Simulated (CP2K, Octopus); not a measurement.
This is a calculation of AlFe for Octopus 16.4. 

Contents of inp:

```
CalculationMode = gs
UnitsOutput = eV_Angstrom
PeriodicDimensions = 3
ExperimentalFeatures = yes
PseudopotentialSet = pseudodojo_pbe
%LatticeParameters
 1*angstrom | 1*angstrom | 1*angstrom
%
%LatticeVectors
 2.91 | 0 | 0
 0 | 2.91 | 0
 0 | 0 | 2.91
%
%ReducedCoordinates
 "Fe" | 0.5 | 0.5 | 0.5
 "Al" | 0 | 0 | 0
%
%Spacing
 0.11192308*angstrom | 0.11192308*angstrom | 0.11192308*angstrom
%
DerivativesOrder = 8
%KPointsGrid
 9 | 9 | 9
%
KPointsUseSymmetries = yes
XCFunctional = gga_x_pbe + gga_c_pbe
SpinComponents = polarized
KPointsUseTimeReversal = no
GuessMagnetDensity = user_defined
%AtomsMagnetDirection
 3.0
 0.0
%
SmearingFunction = fermi_dirac
Smearing = 0.05*eV
ExtraStates = 10
Eigensolver = chebyshev_filter
ConvRelDens = 3e-7
MaximumIter = 120
```

Potentials or basis: pseudodojo_pbe (PseudoDojo 0.5, PBE).

Command:

```bash
$ OMP_NUM_THREADS=1 octopus > out.log
```

Problem. Set up the same calculation for CP2K 2026.2. Potentials or basis there: POTENTIAL_UZH Fe GTH-PBE-q16, Al GTH-PBE-q3; TZVP-MOLOPT-PBE-GTH basis.

Solution. As run (cutoffs and basis follow the program's own potentials, and thresholds, step limits or extra output files can differ):

alfe_scf.inp

```
&GLOBAL
  PROJECT alfe_scf
  RUN_TYPE ENERGY_FORCE
  PRINT_LEVEL LOW
&END GLOBAL
&FORCE_EVAL
  METHOD QS
  STRESS_TENSOR ANALYTICAL
  &DFT
    BASIS_SET_FILE_NAME BASIS_MOLOPT_UZH
    POTENTIAL_FILE_NAME POTENTIAL_UZH
    UKS T
    MULTIPLICITY 4
    &MGRID
      CUTOFF 500
      REL_CUTOFF 60
      NGRIDS 4
    &END MGRID
    &QS
      METHOD GPW
      EPS_DEFAULT 1.0E-10
    &END QS
    &KPOINTS
      SCHEME MONKHORST-PACK 9 9 9
      GAMMA_CENTERED T
      SYMMETRY T
      SYMMETRY_BACKEND SPGLIB
    &END KPOINTS
    &SCF
      SCF_GUESS ATOMIC
      EPS_SCF 1.0E-6
      MAX_SCF 150
      ADDED_MOS 13 16
      CHOLESKY OFF
      EPS_EIGVAL 1.0E-7
      &DIAGONALIZATION ON
        ALGORITHM STANDARD
      &END DIAGONALIZATION
      &MIXING ON
        METHOD PULAY_MIXING
        ALPHA 0.4
        BETA 1.5
        NBUFFER 6
      &END MIXING
      &SMEAR ON
        METHOD FERMI_DIRAC
        ELECTRONIC_TEMPERATURE [K] 580.226
      &END SMEAR
    &END SCF
    &XC
      &XC_FUNCTIONAL PBE
      &END XC_FUNCTIONAL
    &END XC
    &PRINT
      &KPOINTS ON
      &END KPOINTS
      &MULLIKEN ON
      &END MULLIKEN
      &MO ON
        ENERGIES T
        OCCUPATION_NUMBERS T
        &EACH
          QS_SCF 0
        &END EACH
        ADD_LAST NUMERIC
      &END MO
      &LOWDIN ON
      &END LOWDIN
      &HIRSHFELD ON
        SHAPE_FUNCTION DENSITY
      &END HIRSHFELD
    &END PRINT
  &END DFT
  &SUBSYS
    &CELL
      A 2.9100000000 0.0000000000 0.0000000000
      B 0.0000000000 2.9100000000 0.0000000000
      C 0.0000000000 0.0000000000 2.9100000000
      PERIODIC XYZ
    &END CELL
    &COORD
      Fe  1.4550000000 1.4550000000 1.4550000000
      Al  0.0000000000 0.0000000000 0.0000000000
    &END COORD
    &KIND Fe
      BASIS_SET TZVP-MOLOPT-PBE-GTH-q16
      POTENTIAL GTH-PBE-q16
      MAGNETIZATION 3.0
    &END KIND
    &KIND Al
      BASIS_SET TZVP-MOLOPT-PBE-GTH-q3
      POTENTIAL GTH-PBE-q3
    &END KIND
    &PRINT
      &ATOMIC_COORDINATES ON
      &END ATOMIC_COORDINATES
      &CELL ON
      &END CELL
    &END PRINT
  &END SUBSYS
  &PRINT
    &FORCES ON
    &END FORCES
    &STRESS_TENSOR ON
    &END STRESS_TENSOR
  &END PRINT
&END FORCE_EVAL
```

Potentials or basis: POTENTIAL_UZH Fe GTH-PBE-q16, Al GTH-PBE-q3; TZVP-MOLOPT-PBE-GTH basis.

The run is started by

```console
$ OMP_NUM_THREADS=1 cp2k.psmp -i alfe_scf.inp -o alfe_scf.out
```

Both were run:

|  | Octopus | CP2K |
| --- | --- | --- |
| Net moment | 0.71 μB per cell | 0.71 μB per cell |

The magnetic state is the one that the start led to; the real crystal's order can differ.
